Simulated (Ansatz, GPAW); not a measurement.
# Geometry or basis: what sets the conductance of a Ga chain with one Si atom in line, part 4 of 4

How well does a Ga chain with one Si atom in line conduct once its atoms have relaxed, and how much do cheaper levels lose?

GPAW 26.7.0 and Ansatz 0.2.0; Ansatz plane waves; relaxation of the junction with the lead ends held (the session's first sound run).

So far, transmission at the Fermi level (one spin): step 3 (plane waves, PBE) 0.596; step 5 (single-zeta polarised basis, PBE, GPAW) 0.605; step 6 (minimal basis, PBE, GPAW) 0.593; step 7 (revPBE in the dzp basis: xc = "revPBE") 0.575; step 8 (without the relaxation: geometry = "as built", PBE, GPAW) 2.31.

## 10. Comparison (continued)

Transmission, zone mean, sum over the listed spins against energy, zero at the Fermi level:

```
energy (eV)  pw-pbe     dzp     szp      sz  dzp-revPBE  asbuilt
    -2.0000   0.120   0.135   0.108   0.124       0.147    0.906
    -1.7500  0.0677  0.0813  0.0273  4.8e-7      0.0935    0.907
    -1.5000       0  2.4e-7  2.2e-8  0.0675      0.0508   2.3e-5
    -1.2500  0.0568  0.0581   0.111   0.133      0.0547    0.899
    -1.0000  0.0449  0.0496   0.109   0.151      0.0513    0.906
    -0.7500   0.108   0.124   0.261   0.388       0.141    0.911
    -0.5000   0.875   0.874   0.888   0.920       0.894    0.915
    -0.4500   0.896   0.891   0.892   0.906       0.900    0.916
    -0.2500   0.437   0.448   0.449   0.457       0.432     1.08
     0.0000   0.596   0.602   0.605   0.593       0.575     2.31
     0.2500   0.794   0.800   0.801   0.762       0.770     2.23
     0.5000    1.24    1.24    1.27    1.17        1.21     2.22
     0.7500    1.73    1.74    1.78    1.68        1.72     2.30
     1.0000    1.93    1.94    1.98    1.90        1.92     2.43
     1.2500    2.00    1.99    2.03    1.95        1.98     2.57
     1.5000    2.09    2.07    2.10    2.00        2.06     2.68
     1.7500    2.27    2.24    2.26    2.13        2.24     2.76
     2.0000    2.30    2.31    2.30    2.17        2.30     2.84
```

## 11. Other settings

One more run, with changed settings.

This step: GPAW LCAO, PAW setups; Landauer transmission from Green's functions with principal layers (ASE), zero bias (GPAW 26.7.0).

Input file run.py:

```python
import json
import numpy as np
from ase import Atoms
from ase.transport.calculators import TransportCalculator
from gpaw import GPAW, FermiDirac
from gpaw.lcao.tools import get_lcao_hamiltonian
from scipy.linalg import eigh

# The junction with lead layers at both ends, along the third cell vector
device = Atoms(
    ['Ga', 'Ga', 'Ga', 'Ga', 'Ga', 'Ga', 'Si', 'Ga', 'Ga', 'Ga', 'Ga', 'Ga', 'Ga'],
    positions=[
        [4.50000, 4.50000, 1.27500],
        [4.50000, 4.50000, 3.82500],
        [4.50000, 4.50000, 6.37500],
        [4.50000, 4.50000, 8.92500],
        [5.53077, 4.31902, 11.52174],
        [4.91250, 4.42656, 14.17913],
        [5.94349, 4.28550, 16.30560],
        [4.87571, 4.42575, 18.42061],
        [5.47344, 4.32769, 21.12454],
        [4.50000, 4.50000, 23.85880],
        [4.50000, 4.50000, 26.40880],
        [4.50000, 4.50000, 28.95880],
        [4.50000, 4.50000, 31.50880]],
    cell=[[9.0, 0.0, 0.0], [0.0, 9.0, 0.0], [0.0, 0.0, 32.7838]],
    pbc=True)

# One principal layer of the lead: the first 3 atoms of the device
lead = Atoms(
    ['Ga', 'Ga', 'Ga'],
    positions=[
        [4.50000, 4.50000, 1.27500],
        [4.50000, 4.50000, 3.82500],
        [4.50000, 4.50000, 6.37500]],
    cell=[[9.0, 0.0, 0.0], [0.0, 9.0, 0.0], [0.0, 0.0, 7.65]],
    pbc=True)

settings = dict(mode='lcao', basis='dzp', xc='PBE', h=0.5,
                occupations=FermiDirac(0.1), maxiter=50,
                mixer=dict(beta=0.1, nmaxold=8, weight=100.0),
                convergence=dict(density=0.0001))
energies = np.arange(-2, 2 + 1e-9, 0.025)
eta = 0.0001
n1, n2 = 1, 1
# k and -k transmit alike, so half of the mesh across the current serves
mesh = [(i, j) for i in range(n1) for j in range(n2) if (i, j) <= (-i % n1, -j % n2)]
weights = np.array([1 if (i, j) == (-i % n1, -j % n2) else 2 for i, j in mesh]) / (n1 * n2)

# [... helper functions left out ...]
fermi_lead = ground_state(lead, (1, 1, 15), 'lead.txt')
fermi_device = ground_state(device, (1, 1, 3), 'device.txt')
# [... loop over the mesh left out, but for ...]
        # Shift the lead onto the potential of the device's first layer
        shift = ((H[:, 0, 0] - H0[:, 0, 0]) / S0[0, 0]).real.mean()
# [...]
kT = 8.617333e-5 * 300
bias = [0.1, 0.2, 0.5, 1.0, 1.5, 2.0]
# [... integrals and printing left out ...]
```

On the command line:

```sh
> OMP_NUM_THREADS=1 OPENBLAS_NUM_THREADS=1 python run.py
```

The program printed:

```text
basis functions: device 169, principal layer 39
Fermi level: lead -2.8499 eV, device -2.8483 eV; lead shifted by -0.0083 eV
largest coupling past the next layer 5.93e-05 eV, largest misfit of the first layer 0.062 eV
  E-E_F (eV)   T (one spin)  [channel counts left out]
    -2.000    1.4959e-01
    -1.975    1.4232e-01
    -1.950    1.3555e-01
    -1.925    1.2924e-01
    -1.900    1.2334e-01
    -1.875    1.1782e-01
    -1.850    1.1264e-01
    -1.825    1.0777e-01
    -1.800    1.0318e-01
    -1.775    9.8846e-02
    -1.750    9.4729e-02
    -1.725    9.0802e-02
    -1.700    8.7035e-02
    -1.675    8.3389e-02
    -1.650    7.9816e-02
    -1.625    7.6248e-02
[...]
1.825    2.2768e+00
     1.850    2.2859e+00
     1.875    2.2927e+00
     1.900    2.2974e+00
     1.925    2.3004e+00
     1.950    2.3018e+00
     1.975    2.3023e+00
     2.000    2.3022e+00
conductance at 300 K: 0.59513 G0 a cell; thermopower -7.369 uV/K
current from the zero-bias T(E) at 0.1 V: 4.6137 uA
current from the zero-bias T(E) at 0.2 V: 9.2431 uA
current from the zero-bias T(E) at 0.5 V: 23.511 uA
current from the zero-bias T(E) at 1.0 V: 57.284 uA
current from the zero-bias T(E) at 1.5 V: 96.54 uA
current from the zero-bias T(E) at 2.0 V: 133.92 uA
```

Wall time 16 s (1 thread of Arm Neoverse V2, shared host); peak memory 0.25 GiB.

The run finished. A setting was moved off its sound value on purpose, so it serves as a test and not as the result.

The fault put into the input: a grid far too coarse (h = 0.5).

Side by side:

```
                                           quantity    this run  sound run  difference
                                   conductance (G₀)     0.59513    0.60223    -0.00710
                                 thermopower (μV/K)     -7.3690    -7.6049       0.236
largest coupling past the next principal layer (eV)    5.929e-5   6.030e-5     -1.0e-6
   largest misfit of the first principal layer (eV)    0.062363   0.043157      0.0192
                    shift that aligns the lead (eV)  -0.0082966  -0.012744     0.00445
         transmission at the Fermi level (one spin)     0.59418    0.60170    -0.00752
```

## 12. Results

```json
{
 "conductance": "0.602 G₀",
 "transmission at the Fermi level, mean of the spins": "0.602",
 "thermopower": "-7.60 μV/K"
}
```

In the dzp basis the junction conducts 0.602 G₀ at 300 K, with T = 0.602 a spin at the Fermi level; the sz basis reaches that conductance within 10 %. Relaxation moved atoms by up to 1.5 Å and took the conductance from 2.29 to 0.602 G₀, as a ratio a larger change than the step from dzp to the minimal basis. Plane waves (PBE) give T = 0.596 there. At the Fermi level the three most open eigenchannels pass 0.41, 0.16 and 0.031. The negative thermopower says that the thermally weighted transmission is larger above the Fermi level, as for electron-like transport. Measured against the first run (pw-pbe), the nearest curve is that of dzp (r.m.s. 0.014) and the farthest that of asbuilt (0.86). Over the compared runs wall time goes from 30 s (sz) to 60 s (pw-pbe), on a shared host; the plane-wave run used 4 threads and the orbital runs 1. The leads kept an estimated spacing and the cell its length, so the junction may be under some tension or compression. An evenly spaced straight chain is an idealisation: free chains tend to dimerise, zigzag or, where a band edge lies near the Fermi level, turn magnetic. The currents use the zero-bias T(E) throughout, which holds only while the bias is small against the distance to the nearest feature.

[Logs are printed without paths, hosts, clocks, repeated set-up lines and the standing remarks that a program may print on its own settings, such as how far it seeks lower states.]

[Hosts, paths, dates, database ids (printed as entryN), source tags and the programs' standing remarks are cut or masked in the printed files.]
